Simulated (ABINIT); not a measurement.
Crystal: AlN.

```
Al N
1.0
     3.11300    0.00000    0.00000
    -1.55650    2.69594    0.00000
     0.00000    0.00000    4.98100
Al N
2 2
Direct
  0.66667 0.33333 0.50000
  0.33333 0.66667 0.00000
  0.66667 0.33333 0.88000
  0.33333 0.66667 0.38000
```

* Program: ABINIT 10.8.3 (patched build)
* Task: relaxation of cell and atoms
* Functional: PBE
* Potentials or basis: PseudoDojo NC SR PBE v0.4.1 standard
* Cutoff: 1143 eV
* k mesh: 8 × 8 × 4
* Occupations: fermi-dirac, width 0.05 eV
* Spin: no spin polarisation

At the start: pressure 3.4 GPa; volume 10.45 Å³/atom.

Where does the relaxation end?

Over 8 steps the energy falls by 2.1 meV/atom and the volume is 10.63 Å³/atom (+1.7 %); space group P6_3mc (No. 186, to 0.05 Å).

The path:
| step | energy change (eV) | largest force (eV/Å) | pressure (GPa) | volume (Å³) |
| --- | --- | --- | --- | --- |
| 1 | 0.0000 | 0.1305 | 3.37 | 41.80 |
| 2 | -0.0071 | 0.0677 | 1.28 | 42.24 |
| 3 | -0.0085 | 0.0226 | 0.00 | 42.51 |
| 4 | -0.0085 | 0.0158 | -0.03 | 42.52 |
| 5 | -0.0085 | 0.0012 | -0.03 | 42.52 |
| 6 | -0.0085 | 0.0020 | -0.01 | 42.51 |
| 7 | -0.0085 | 0.0017 | 0.01 | 42.51 |
| 8 | -0.0085 | 0.0004 | 0.00 | 42.51 |

Final structure:
```cif
data_structure
_symmetry_space_group_name_H-M 'P 1'
_symmetry_Int_Tables_number 1
_cell_length_a 3.1285
_cell_length_b 3.1285
_cell_length_c 5.0150
_cell_angle_alpha 90.000
_cell_angle_beta 90.000
_cell_angle_gamma 120.000
_cell_volume 42.51
loop_
_atom_site_label
_atom_site_type_symbol
_atom_site_fract_x
_atom_site_fract_y
_atom_site_fract_z
_atom_site_occupancy
Al1 Al 0.66667 0.33333 0.49923 1
Al2 Al 0.33333 0.66667 0.99923 1
N1 N 0.66667 0.33333 0.88077 1
N2 N 0.33333 0.66667 0.38077 1
```
